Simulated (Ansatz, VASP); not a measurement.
SiO2: VASP beside Ansatz

The input POSCAR:

```
SiO2
1.0
    4.3528223192      0.0000000000      0.0000000000
    0.0000000000      4.3528223192      0.0000000000
    0.0000000000      0.0000000000      2.7754947722
Si O
2 4
Direct
    0.5000000000      0.5000000000      0.5000000000
    0.0000000000      0.0000000000      0.0000000000
    0.6938852014      0.6938852014      0.0000000000
    0.1938852014      0.8061147986      0.5000000000
    0.3061147986      0.3061147986      0.0000000000
    0.8061147986      0.1938852014      0.5000000000
```

File INCAR.step1:

```
SYSTEM = SiO2
ALGO = Normal ; EDIFF = 1E-4
ENCUT = 520 ; GGA = PE
ISMEAR = 0 ; LASPH = .TRUE.
LCHARG = .FALSE. ; LREAL = .FALSE.
LWAVE = .TRUE. ; NBANDS = 25
NELM = 100 ; PREC = Accurate
SIGMA = 0.05
```

INCAR.step2

```
SYSTEM = SiO2
ALGO = Normal ; EDIFF = 1E-7
ENCUT = 520 ; ISIF = 2
ISMEAR = 0 ; ISTART = 1
LASPH = .TRUE. ; LCHARG = .FALSE.
LMIXTAU = .TRUE. ; LREAL = .FALSE.
LWAVE = .FALSE. ; METAGGA = R2SCAN
NBANDS = 25 ; NELM = 100
PREC = Accurate ; SIGMA = 0.05
```

Contents of KPOINTS:

```
k-points
0
G
  6 6 8
  0 0 0
```

Input for Ansatz:

```yaml
crystal:
  lattice:
    - [4.3528223192, 0.0, 0.0]
    - [0.0, 4.3528223192, 0.0]
    - [0.0, 0.0, 2.7754947722]
  atoms:
    - { symbol: Si, position: [0.5, 0.5, 0.5] }
    - { symbol: Si, position: [0.0, 0.0, 0.0] }
    - { symbol: O, position: [0.6938852014, 0.6938852014, 0.0] }
    - { symbol: O, position: [0.1938852014, 0.8061147986, 0.5] }
    - { symbol: O, position: [0.3061147986, 0.3061147986, 0.0] }
    - { symbol: O, position: [0.8061147986, 0.1938852014, 0.5] }
basis:
  ecutwfc: 500
kpoints:
  mp_grid: { grid: [6, 6, 8] }
hamiltonian:
  xc: r2scan
scf:
  occupations: { method: gaussian, width: 0.05 }
output:
  forces: true
  stress: true
  eigenvalues: true
```

Change from the starting cell: strain +0.040 along x and y, +0.040 along z, atoms carried along.

Alike in both runs: task single point; functional r2SCAN; k mesh 6 × 6 × 8; occupations gaussian, width 0.05 eV; no spin polarisation.

|  | VASP | Ansatz |
| --- | --- | --- |
| version | VASP 6.6.1 | Ansatz 0.2.0 |
| potentials or method | VASP PAW PBE potentials, release 64 (Si, O) | scalar-relativistic, plane waves, PAW |
| plane-wave cutoff (eV) | 520 | 500 |
| valence electrons in the cell | 32 | 32 |

|  | VASP | Ansatz | Ansatz less VASP |
| --- | --- | --- | --- |
| gap on the k mesh at the Fermi level (eV) | 4.44 | 4.45 | +0.013 |
| least direct gap on the mesh (eV) | 4.44 | 4.45 | +0.013 |
| pressure (GPa) | -30.8 | -31.1 | -0.27 |
| largest component of the traceless stress (GPa) | 4.20 | 4.65 | +0.453 |
| rms of the force components (eV/Å) | 0.329 | 0.337 | +0.0081 |

Atom by atom the forces differ by 0.008 eV/Å (rms over components).

Caveats: the cell as given lies far from equilibrium; so large a pressure means that the cell lies far from this level's equilibrium, or that cutoff or potentials fall short (VASP); the potentials were made for another functional, which shifts forces and pressure (VASP).
